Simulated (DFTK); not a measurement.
Crystal: Al2Au.

```xyz
3
Lattice="0.0000 3.0000 3.0000 3.0000 0.0000 3.0000 3.0000 3.0000 0.0000" Properties=species:S:1:pos:R:3 pbc="T T T"
Au    0.0000    0.0000    0.0000
Al    4.5000    4.5000    4.5000
Al    1.5000    1.5000    1.5000
```

Base run:

| Quantity | Value |
| --- | --- |
| Program | DFTK 0.8.2 |
| Functional | PBE |
| Potentials or basis | cp2k.nc.sr.pbe.v0_1.semicore.gth (PBE, GTH) |
| Cutoff | 1197 eV |
| k mesh | 8 × 8 × 8 |
| Occupations | fermi-dirac, width 0.05 eV |
| Spin | no spin polarisation |

Its results: band gap on the k mesh none (metal or under the smearing width); pressure 4.2 GPa.

Problem. The run is repeated on the same cell with these changes: potentials or basis from cp2k.nc.sr.pbe.v0_1.semicore.gth (PBE, GTH) to dojo.nc.sr.pbe.v0_5.stringent.upf (PBE); cutoff from 1197 eV to 1034 eV; valence electrons from 17 to 25. What comes out?

Solution. Band gap on the k mesh none (metal or under the smearing width); pressure 3.1 GPa.

Caveats: GTH potentials come without recommended cutoffs, and this one wasn't checked for convergence (some runs).

Not every run made on this cell is shown here.
